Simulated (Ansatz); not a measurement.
The cell is built from the rocksalt type as a first guess.

Below is the log of a run of Ansatz 0.2.0.

```
Engine: ansatz 0.2.0
Pseudopotentials: kind: paw
Pseudopotential: In, paw, valence charge 13, recommended cutoff 420 eV (normal)
Pseudopotential: P, paw, valence charge 5, recommended cutoff 420 eV (normal)
Functional definition: PBE
  parameter kappa = 0.804
  parameter beta = 0.06672455060314922
  exchange = pbe_x(kappa = kappa, mu = beta*pi^2/3)
  correlation = pbe_c(beta = beta)
Crystal: 2 atoms, lattice volume = 33.981 Å³
Basis set: ecut = 420 eV, 645 PW (Γ), exchange–correlation on 50×50×50 points (8 copies of the dense FFT grid, shifted against one another)
Bands: 13, of which v1, the nominal top of the filled ones, is band 9 counted from 1 (8 counted from 0)
Symmetry: 48 space group operations
Space group: Fm-3m (ITA 225), of the structure as read, at distance tolerance 3.2e-5 Å
k-points: 104 of 2744
Non-local potential: In, projectors of the file, l = 0: 2, l = 1: 2, l = 2: 2, l = 3: 2
Non-local potential: P, projectors of the file, l = 0: 2, l = 1: 2, l = 2: 2
PAW form: soft (Blöchl's): semilocal exchange-correlation on the pseudo side does not see the compensation charge
PAW one-centre angular grid: In, 590 points (default); XC on 64 Gauss nodes
PAW one-centre angular grid: P, 110 points (default); XC on 64 Gauss nodes
Initial density: superposition of atomic densities (neutral atoms: chi_scale 0, normalization atom), corrected by the library's trained network
Initial wavefunctions: pseudopotential atomic-orbital guess
Functional: x = pbe(κ = 0.804, μ = 0.2195149727645171), c = pbe(β = 0.06672455060314922)
SCF iter   1: F=—  HF=-6352.922930 eV  |F-HF|=—  |Δ(HF+E_count)|=         —  Δρ=2.53e-3  dr2=3.79e-3  ethr=1.77e-3  ⟨swp⟩=6.2  Hψ=8965  notcnv=0
preconditioner: auto → Kerker (q_TF=auto, 2.454 Å⁻¹)  [metal: Δε(μ)=0.002 eV  Ē_g=15.864 eV  σ=0.080 eV  W_gap=0.01  n_scr=14 (ndim 8)  ℏωp=27.0 eV  f_vac=0.000  D(μ)=0.84/eV (n_scr^D=0)]
SCF iter   2: F=—  HF=-6352.921060 eV  |F-HF|=—  |Δ(HF+E_count)|=   1.87e-3  Δρ=1.92e-3  dr2=1.36e-3  ethr=2.10e-5  ⟨swp⟩=2.2  Hψ=2860  notcnv=0
SCF iter   3: F=—  HF=-6352.920682 eV  |F-HF|=—  |Δ(HF+E_count)|=   3.79e-4  Δρ=5.34e-4  dr2=1.40e-4  ethr=7.54e-6  ⟨swp⟩=2.3  Hψ=2312  notcnv=0
SCF iter   4: F=—  HF=-6352.920655 eV  |F-HF|=—  |Δ(HF+E_count)|=   2.65e-5  Δρ=3.46e-4  dr2=2.30e-5  ethr=7.79e-7  ⟨swp⟩=2.0  Hψ=1688  notcnv=0
SCF iter   5: F=—  HF=-6352.920656 eV  |F-HF|=—  |Δ(HF+E_count)|=   6.15e-7  Δρ=5.19e-5  dr2=9.13e-7  ethr=1.28e-7  ⟨swp⟩=2.0  Hψ=2177  notcnv=0
SCF iter   6: F=—  HF=-6352.920656 eV  |F-HF|=—  |Δ(HF+E_count)|=   2.50e-7  Δρ=2.58e-5  dr2=1.89e-7  ethr=5.07e-9  ⟨swp⟩=2.4  Hψ=1953  notcnv=0
SCF iter   7: F=-6352.920656 eV  HF=-6352.920656 eV  |F-HF|=1.81e-8  |Δ(HF+E_count)|=   4.54e-8  Δρ=8.56e-6  dr2=2.00e-8  ethr=5.56e-10  ⟨swp⟩=4.3  Hψ=4448  notcnv=0
SCF 1 converged in 7 iterations: F = -6352.920656 eV  dr2 = 2.00e-8
  greatest PAW one-centre occupation: 0.981 electrons in one spin orbital (limit 2), on the In atom at site 0 (counted from 0), in its partial waves of l = 2
relax step   1: F+E_penalty+E_count = -6352.92065593 eV  Δ(F+E_penalty+E_count) = +0.000e0 eV  max|allowed force component| = 1.282e-30 eV/Å  Δτ_max = 0.0000 Å  P = +28.195 GPa  Ω = 33.981 Å³  (7 SCF iters, dr2 threshold 1.00e-7 eV, accepted)
Crystal: 2 atoms, lattice volume = 39.197 Å³
Basis set: ecut = 420 eV, 749 PW (Γ), exchange–correlation on 50×50×50 points (8 copies of the dense FFT grid, shifted against one another)
Initial density: handed on by an earlier stage of this run
Initial wavefunctions: those handed on with the density
iter 1 solved again at ethr=2.58e-4 eV; its pass at ethr=3.10e-3 eV (dr2=4.65e-2 eV) is discarded
SCF iter   1: F=—  HF=-6353.468480 eV  |F-HF|=—  |Δ(HF+E_count)|=         —  Δρ=8.07e-3  dr2=4.66e-2  ethr=2.58e-4  ⟨swp⟩=1.3  Hψ=11217  notcnv=0
preconditioner: auto → Kerker (q_TF=auto, 2.396 Å⁻¹)  [metal: Δε(μ)=0.048 eV  Ē_g=15.214 eV  σ=0.080 eV  W_gap=0.15  n_scr=14 (ndim 8)  ℏωp=25.2 eV  f_vac=0.000  D(μ)=1.02/eV (n_scr^D=8)]
SCF iter   2: F=—  HF=-6353.457865 eV  |F-HF|=—  |Δ(HF+E_count)|=   1.06e-2  Δρ=4.40e-3  dr2=1.29e-2  ethr=2.58e-4  ⟨swp⟩=1.3  Hψ=1393  notcnv=0
SCF iter   3: F=—  HF=-6353.455396 eV  |F-HF|=—  |Δ(HF+E_count)|=   2.47e-3  Δρ=8.85e-4  dr2=2.83e-4  ethr=7.19e-5  ⟨swp⟩=2.0  Hψ=1764  notcnv=0
SCF iter   4: F=—  HF=-6353.455586 eV  |F-HF|=—  |Δ(HF+E_count)|=   1.90e-4  Δρ=2.57e-4  dr2=2.96e-5  ethr=1.57e-6  ⟨swp⟩=2.4  Hψ=2104  notcnv=0
SCF iter   5: F=—  HF=-6353.455602 eV  |F-HF|=—  |Δ(HF+E_count)|=   1.60e-5  Δρ=7.42e-5  dr2=2.92e-6  ethr=1.64e-7  ⟨swp⟩=2.8  Hψ=2359  notcnv=0
SCF iter   6: F=-6353.455605 eV  HF=-6353.455605 eV  |F-HF|=5.18e-9  |Δ(HF+E_count)|=   2.29e-6  Δρ=1.55e-5  dr2=8.86e-8  ethr=1.11e-9  ⟨swp⟩=3.8  Hψ=5610  notcnv=0
SCF 2 converged in 6 iterations: F = -6353.455605 eV  dr2 = 8.86e-8
  greatest PAW one-centre occupation: 0.982 electrons in one spin orbital (limit 2), on the In atom at site 0 (counted from 0), in its partial waves of l = 2
relax step   2: F+E_penalty+E_count = -6353.45560451 eV  Δ(F+E_penalty+E_count) = -5.349e-1 eV  max|allowed force component| = 6.245e-31 eV/Å  Δτ_max = 0.0000 Å  P = +7.297 GPa  Ω = 39.197 Å³  energy of the carried Pulay correction = -2.288e-3 eV  (6 SCF iters, dr2 threshold 2.00e-7 eV, accepted)
Crystal: 2 atoms, lattice volume = 41.413 Å³
Basis set: ecut = 420 eV, 869 PW (Γ), exchange–correlation on 50×50×50 points (8 copies of the dense FFT grid, shifted against one another)
iter 1 solved again at ethr=3.00e-5 eV; its pass at ethr=3.10e-3 eV (dr2=5.41e-3 eV) is discarded
SCF iter   1: F=—  HF=-6353.518875 eV  |F-HF|=—  |Δ(HF+E_count)|=         —  Δρ=2.65e-3  dr2=5.30e-3  ethr=3.00e-5  ⟨swp⟩=2.0  Hψ=10195  notcnv=0
preconditioner: auto → Kerker (q_TF=auto, 2.375 Å⁻¹)  [metal: Δε(μ)=0.036 eV  Ē_g=14.888 eV  σ=0.080 eV  W_gap=0.11  n_scr=14 (ndim 8)  ℏωp=24.5 eV  f_vac=0.000  D(μ)=1.09/eV (n_scr^D=8)]
SCF iter   2: F=—  HF=-6353.517694 eV  |F-HF|=—  |Δ(HF+E_count)|=   1.18e-3  Δρ=1.44e-3  dr2=1.46e-3  ethr=2.94e-5  ⟨swp⟩=1.2  Hψ=1370  notcnv=0
SCF iter   3: F=—  HF=-6353.517435 eV  |F-HF|=—  |Δ(HF+E_count)|=   2.59e-4  Δρ=2.98e-4  dr2=3.53e-5  ethr=8.10e-6  ⟨swp⟩=2.0  Hψ=1745  notcnv=0
SCF iter   4: F=—  HF=-6353.517455 eV  |F-HF|=—  |Δ(HF+E_count)|=   1.98e-5  Δρ=8.18e-5  dr2=3.34e-6  ethr=1.96e-7  ⟨swp⟩=2.1  Hψ=1886  notcnv=0
SCF iter   5: F=—  HF=-6353.517457 eV  |F-HF|=—  |Δ(HF+E_count)|=   2.58e-6  Δρ=2.43e-5  dr2=3.29e-7  ethr=1.85e-8  ⟨swp⟩=3.0  Hψ=2404  notcnv=0
SCF iter   6: F=-6353.517457 eV  HF=-6353.517457 eV  |F-HF|=9.91e-10  |Δ(HF+E_count)|=   2.77e-7  Δρ=5.39e-6  dr2=1.18e-8  ethr=1.11e-9  ⟨swp⟩=4.8  Hψ=4252  notcnv=0
SCF 3 converged in 6 iterations: F = -6353.517457 eV  dr2 = 1.18e-8
relax step   3: F+E_penalty+E_count = -6353.51745736 eV  Δ(F+E_penalty+E_count) = -6.185e-2 eV  max|allowed force component| = 6.903e-31 eV/Å  Δτ_max = 0.0000 Å  P = +2.032 GPa  Ω = 41.413 Å³  energy of the carried Pulay correction = -3.165e-3 eV  (6 SCF iters, dr2 threshold 2.00e-7 eV, accepted)
Crystal: 2 atoms, lattice volume = 42.336 Å³
iter 1 solved again at ethr=4.06e-6 eV; its pass at ethr=3.10e-3 eV (dr2=7.31e-4 eV) is discarded
SCF iter   1: F=—  HF=-6353.523787 eV  |F-HF|=—  |Δ(HF+E_count)|=         —  Δρ=1.01e-3  dr2=7.71e-4  ethr=4.06e-6  ⟨swp⟩=2.4  Hψ=9631  notcnv=0
preconditioner: auto → Kerker (q_TF=auto, 2.366 Å⁻¹)  [metal: Δε(μ)=0.032 eV  Ē_g=14.770 eV  σ=0.080 eV  W_gap=0.10  n_scr=14 (ndim 8)  ℏωp=24.2 eV  f_vac=0.000  D(μ)=1.12/eV (n_scr^D=8)]
SCF iter   2: F=—  HF=-6353.523617 eV  |F-HF|=—  |Δ(HF+E_count)|=   1.70e-4  Δρ=5.53e-4  dr2=2.23e-4  ethr=4.06e-6  ⟨swp⟩=1.1  Hψ=1366  notcnv=0
SCF iter   3: F=—  HF=-6353.523583 eV  |F-HF|=—  |Δ(HF+E_count)|=   3.42e-5  Δρ=1.16e-4  dr2=4.62e-6  ethr=1.24e-6  ⟨swp⟩=2.0  Hψ=1740  notcnv=0
SCF iter   4: F=—  HF=-6353.523582 eV  |F-HF|=—  |Δ(HF+E_count)|=   6.93e-7  Δρ=3.31e-5  dr2=7.57e-7  ethr=2.57e-8  ⟨swp⟩=2.1  Hψ=1810  notcnv=0
SCF iter   5: F=-6353.523582 eV  HF=-6353.523582 eV  |F-HF|=8.13e-9  |Δ(HF+E_count)|=   2.52e-7  Δρ=8.69e-6  dr2=4.58e-8  ethr=1.11e-9  ⟨swp⟩=5.0  Hψ=4835  notcnv=0
SCF 4 converged in 5 iterations: F = -6353.523582 eV  dr2 = 4.58e-8
relax step   4: F+E_penalty+E_count = -6353.52358208 eV  Δ(F+E_penalty+E_count) = -6.125e-3 eV  max|allowed force component| = 9.861e-31 eV/Å  Δτ_max = 0.0000 Å  P = +0.251 GPa  Ω = 42.336 Å³  energy of the carried Pulay correction = -3.515e-3 eV  (5 SCF iters, dr2 threshold 2.00e-7 eV, accepted)
Crystal: 2 atoms, lattice volume = 42.473 Å³
iter 1 solved again at ethr=7.94e-8 eV; its pass at ethr=3.10e-3 eV (dr2=1.43e-5 eV) is discarded
SCF iter   1: F=—  HF=-6353.523649 eV  |F-HF|=—  |Δ(HF+E_count)|=         —  Δρ=1.42e-4  dr2=1.54e-5  ethr=7.94e-8  ⟨swp⟩=2.9  Hψ=9281  notcnv=0
preconditioner: auto → Kerker (q_TF=auto, 2.365 Å⁻¹)  [metal: Δε(μ)=0.031 eV  Ē_g=14.747 eV  σ=0.080 eV  W_gap=0.10  n_scr=14 (ndim 8)  ℏωp=24.2 eV  f_vac=0.000  D(μ)=1.12/eV (n_scr^D=8)]
SCF iter   2: F=—  HF=-6353.523640 eV  |F-HF|=—  |Δ(HF+E_count)|=   8.81e-6  Δρ=7.78e-5  dr2=4.33e-6  ethr=7.94e-8  ⟨swp⟩=1.0  Hψ=1361  notcnv=0
SCF iter   3: F=-6353.523640 eV  HF=-6353.523640 eV  |F-HF|=1.00e-7  |Δ(HF+E_count)|=   5.50e-7  Δρ=1.70e-5  dr2=1.22e-7  ethr=8.74e-10  ⟨swp⟩=3.9  Hψ=5554  notcnv=0
SCF 5 converged in 3 iterations: F = -6353.523640 eV  dr2 = 1.22e-7
relax step   5: F+E_penalty+E_count = -6353.52363960 eV  Δ(F+E_penalty+E_count) = -5.753e-5 eV  max|allowed force component| = 4.470e-30 eV/Å  Δτ_max = 0.0000 Å  P = +0.003 GPa  Ω = 42.473 Å³  energy of the carried Pulay correction = -3.567e-3 eV  (3 SCF iters, dr2 threshold 1.57e-7 eV, accepted)
Basis set: ecut = 420 eV, 869 PW (Γ), exchange–correlation on 54×54×54 points (8 copies of the dense FFT grid, shifted against one another)
Initial wavefunctions: pseudopotential atomic-orbital guess (no wavefunctions were taken with the density)
iter 1 solved again at ethr=6.30e-7 eV; its pass at ethr=3.10e-3 eV (dr2=1.13e-4 eV) is discarded
SCF iter   1: F=—  HF=-6353.528402 eV  |F-HF|=—  |Δ(HF+E_count)|=         —  Δρ=2.79e-4  dr2=4.69e-6  ethr=6.30e-7  ⟨swp⟩=3.1  Hψ=11946  notcnv=0
preconditioner: auto → Kerker (q_TF=auto, 2.365 Å⁻¹)  [metal: Δε(μ)=0.031 eV  Ē_g=14.745 eV  σ=0.080 eV  W_gap=0.10  n_scr=14 (ndim 8)  ℏωp=24.2 eV  f_vac=0.000  D(μ)=1.12/eV (n_scr^D=8)]
SCF iter   2: F=—  HF=-6353.528421 eV  |F-HF|=—  |Δ(HF+E_count)|=   1.90e-5  Δρ=1.43e-4  dr2=1.12e-6  ethr=2.61e-8  ⟨swp⟩=2.1  Hψ=2331  notcnv=0
SCF iter   3: F=—  HF=-6353.528432 eV  |F-HF|=—  |Δ(HF+E_count)|=   1.12e-5  Δρ=2.97e-5  dr2=8.27e-8  ethr=6.25e-9  ⟨swp⟩=3.0  Hψ=2455  notcnv=0
SCF iter   4: F=—  HF=-6353.528432 eV  |F-HF|=—  |Δ(HF+E_count)|=   3.02e-7  Δρ=2.50e-6  dr2=1.76e-9  ethr=4.59e-10  ⟨swp⟩=2.4  Hψ=2175  notcnv=0
SCF iter   5: F=—  HF=-6353.528432 eV  |F-HF|=—  |Δ(HF+E_count)|=   3.07e-9  Δρ=6.78e-7  dr2=1.93e-10  ethr=9.80e-12  ⟨swp⟩=2.8  Hψ=2428  notcnv=0
SCF iter   6: F=-6353.528432 eV  HF=-6353.528432 eV  |F-HF|=9.09e-12  |Δ(HF+E_count)|=  2.67e-10  Δρ=1.68e-7  dr2=1.36e-11  ethr=1.00e-12  ⟨swp⟩=4.8  Hψ=6565  notcnv=0
SCF 6 converged in 6 iterations: F = -6353.528432 eV  dr2 = 1.36e-11
relax step   6: F+E_penalty+E_count = -6353.52843219 eV  Δ(F+E_penalty+E_count) = -4.793e-3 eV  max|allowed force component| = 3.616e-30 eV/Å  Δτ_max = 0.0000 Å  P = +0.108 GPa  Ω = 42.473 Å³  stress off target by 1.08e-1 GPa  SCF on the basis re-selected at this cell (its energy is not comparable with the rows above)  (6 SCF iters)
basis re-selected at this cell: Δ(F+E_penalty+E_count) = -4.793e-3 eV, ΔP = +0.105 GPa vs the last step (what re-selecting the basis moved, of the pressure what is left beyond the Pulay correction that the steps carried, after the strain that the cell walked since its last selection, with what the two solves' SCF thresholds leave and, on support functions, any second-order correction that the steps lacked; it is no measure of the basis error at this ecutwfc). The dense FFT grid was sized anew with the basis: this SCF ran on 27×27×27 points, the steps before it on 25×25×25, so part of this shift can come from that change (see relax.cell in the input reference). This SCF's stress stands 1.08e-1 GPa from its target on what of the cell is left free (relax.cell.stress_tol is 5.00e-2 GPa) and its largest allowed force component is 3.62e-30 eV/Å (relax.f_tol is 5.00e-3 eV/Å): not within both, so this SCF does not close the relaxation
Crystal: 2 atoms, lattice volume = 42.533 Å³
iter 1 solved again at ethr=1.83e-8 eV; its pass at ethr=3.10e-3 eV (dr2=3.30e-6 eV) is discarded
SCF iter   1: F=—  HF=-6353.528436 eV  |F-HF|=—  |Δ(HF+E_count)|=         —  Δρ=6.23e-5  dr2=3.01e-6  ethr=1.83e-8  ⟨swp⟩=2.9  Hψ=9369  notcnv=0
preconditioner: auto → Kerker (q_TF=auto, 2.364 Å⁻¹)  [metal: Δε(μ)=0.031 eV  Ē_g=14.739 eV  σ=0.080 eV  W_gap=0.10  n_scr=14 (ndim 8)  ℏωp=24.2 eV  f_vac=0.000  D(μ)=1.13/eV (n_scr^D=8)]
SCF iter   2: F=—  HF=-6353.528437 eV  |F-HF|=—  |Δ(HF+E_count)|=   2.93e-7  Δρ=3.38e-5  dr2=8.00e-7  ethr=1.67e-8  ⟨swp⟩=1.1  Hψ=1361  notcnv=0
SCF iter   3: F=-6353.528437 eV  HF=-6353.528437 eV  |F-HF|=1.13e-8  |Δ(HF+E_count)|=   1.43e-7  Δρ=7.27e-6  dr2=2.53e-8  ethr=1.62e-10  ⟨swp⟩=4.2  Hψ=5630  notcnv=0
SCF 7 converged in 3 iterations: F = -6353.528437 eV  dr2 = 2.53e-8
relax step   7: F+E_penalty+E_count = -6353.52843654 eV  Δ(F+E_penalty+E_count) = -4.346e-6 eV  max|allowed force component| = 1.134e-30 eV/Å  Δτ_max = 0.0000 Å  P = +0.004 GPa  Ω = 42.533 Å³  energy of the carried Pulay correction = -1.657e-5 eV  (3 SCF iters, dr2 threshold 2.91e-8 eV, accepted)
iter 1 solved again at ethr=7.01e-7 eV; its pass at ethr=3.10e-3 eV (dr2=1.26e-4 eV) is discarded
SCF iter   1: F=—  HF=-6353.528447 eV  |F-HF|=—  |Δ(HF+E_count)|=         —  Δρ=7.61e-6  dr2=2.42e-8  ethr=7.01e-7  ⟨swp⟩=3.0  Hψ=11910  notcnv=0
eigensolver tolerance schedule: the retry pair's looser diagonalisation over-reported the residual by 5213.04 of it (diagonalisation noise at an unbounded share of the residual, at the tolerance the schedule requests for it); recorded, not acted on — ethr = c·dr2/N_el stays at c = 1.0e-1
SCF iter   2: F=—  HF=-6353.528448 eV  |F-HF|=—  |Δ(HF+E_count)|=   1.71e-6  Δρ=5.42e-6  dr2=1.38e-8  ethr=1.34e-10  ⟨swp⟩=3.6  Hψ=3022  notcnv=0
SCF iter   3: F=—  HF=-6353.528448 eV  |F-HF|=—  |Δ(HF+E_count)|=   6.67e-9  Δρ=2.52e-6  dr2=2.79e-9  ethr=7.68e-11  ⟨swp⟩=2.9  Hψ=2414  notcnv=0
SCF iter   4: F=—  HF=-6353.528448 eV  |F-HF|=—  |Δ(HF+E_count)|=   2.44e-9  Δρ=1.50e-6  dr2=7.57e-10  ethr=1.55e-11  ⟨swp⟩=2.0  Hψ=1775  notcnv=0
SCF iter   5: F=-6353.528448 eV  HF=-6353.528448 eV  |F-HF|=1.82e-12  |Δ(HF+E_count)|=  2.47e-10  Δρ=1.58e-7  dr2=1.29e-11  ethr=1.00e-12  ⟨swp⟩=5.9  Hψ=6904  notcnv=0
SCF 8 converged in 5 iterations: F = -6353.528448 eV  dr2 = 1.29e-11
relax step   8: F+E_penalty+E_count = -6353.52844844 eV  Δ(F+E_penalty+E_count) = -1.190e-5 eV  max|allowed force component| = 2.876e-31 eV/Å  Δτ_max = 0.0000 Å  P = +0.004 GPa  Ω = 42.533 Å³  stress off target by 3.69e-3 GPa  SCF on the basis re-selected at this cell (its energy is not comparable with the rows above)  (5 SCF iters)
basis re-selected at this cell: Δ(F+E_penalty+E_count) = -1.190e-5 eV, ΔP = -0.000 GPa vs the last step (what re-selecting the basis moved, of the pressure what is left beyond the Pulay correction that the steps carried, after the strain that the cell walked since its last selection, with what the two solves' SCF thresholds leave and, on support functions, any second-order correction that the steps lacked; it is no measure of the basis error at this ecutwfc). This SCF's stress stands 3.69e-3 GPa from its target on what of the cell is left free (relax.cell.stress_tol is 5.00e-2 GPa) and its largest allowed force component is 2.88e-31 eV/Å (relax.f_tol is 5.00e-3 eV/Å): within both
SCF converged after 5 iterations
Free energy (F): -6353.528448 eV
Harris-Foulkes:  -6353.528448 eV  (|F-HF|=1.82e-12)
Internal energy: -6353.505126 eV  (E = F + TS)
E sigma→0 (E₀):  -6353.516787 eV
Entropy (-TS):   -0.023322 eV (-11.661 meV/atom)
Fermi energy:    9.151573 eV
--- Per-component energies (eV) ---
  E_band       = -13.932470
  E_kinetic    = 311.792607
  E_local      = -1195.935407  (includes V_loc(G=0)·N_el)
  E_nonlocal   = 401.555124
  E_hartree    = 469.829218
  E_xc         = -276.121547
  E_vxc        = -159.289900  (∫ρ·V_xc dr)
  E_paw        = -4724.832381  (= ΣΔE_a)
  E_vpaw       = -311.713488  (= ΣTr[D̂ρ^β])
  E_aug_tail   = 0.000029  (compensation charges beyond the density's cutoff)
  E_ewald      = -1339.792770
  E_smearing   = -0.023322  (= −TS)
  E_closure    = 0.000000  (closes the sum)
  Σ components = -6353.528448   (vs F -6353.528448, Δ=0.00e0)
--- Forces (eV/Å), atoms counted from 1 ---
  atom   1  In     0.00000000     0.00000000     0.00000000
  atom   2  P      0.00000000    -0.00000000    -0.00000000
  max |Σ_I F_I| component: 1.64e-30 eV/Å
--- Stress (GPa, compression-positive) ---
        0.003691      -0.000000      -0.000000
       -0.000000       0.003691      -0.000000
       -0.000000      -0.000000       0.003691
  P = ⅓ Tr σ = 0.0037 GPa (0.037 kbar)
--- Relaxed structure (6 steps of the walk, 6 accepted, 2 SCFs on fresh bases) ---
  F+E_penalty+E_count = -6353.52844844 eV   max|allowed force component| = 2.876e-31 eV/Å   (the final SCF, on the basis selected at the relaxed cell)
  cell:  # Å, volume = 42.5335 Å³
    - [-4.577077160514969e-33, 2.770556280982193, 2.770556280982193]
    - [2.770556280982193, -4.2004973180278245e-33, 2.770556280982193]
    - [2.770556280982193, 2.770556280982193, -2.8605737053427897e-33]
  atoms:
    - { symbol: In, position: [-4.2920322625901596e-36, 2.7312932580085483e-36, 4.292032262588851e-36] }
    - { symbol: P, position: [0.5, 0.5, 0.5] }
```

The cell and starting positions:

```
CELL_PARAMETERS angstrom
0.00000 2.57080 2.57080
2.57080 0.00000 2.57080
2.57080 2.57080 0.00000
ATOMIC_POSITIONS crystal
In 0.00000 0.00000 0.00000
P 0.50000 0.50000 0.50000
```

Parts of the input that the log doesn't repeat:

```yaml
output:
  forces: true
  stress: true
```

(1) Write the input that produced this log.

Answers

(1) 
```yaml
crystal:
  lattice:
    - [0.0, 2.5708039839, 2.5708039839]
    - [2.5708039839, 0.0, 2.5708039839]
    - [2.5708039839, 2.5708039839, 0.0]
  atoms:
    - { symbol: In, position: [0.0, 0.0, 0.0] }
    - { symbol: P, position: [0.5, 0.5, 0.5] }
kpoints:
  mp_grid: { grid: [14, 14, 14] }
scf:
  occupations: { method: fermi_dirac, width: 0.08 }
hamiltonian:
  xc: pbe
  pseudopotentials: { kind: paw }
output:
  forces: true
  stress: true
relax:
  f_tol: 0.005
  max_steps: 80
  cell: {}
```
This is the input that was run; digits and keys that the log doesn't show could differ in an equivalent one.
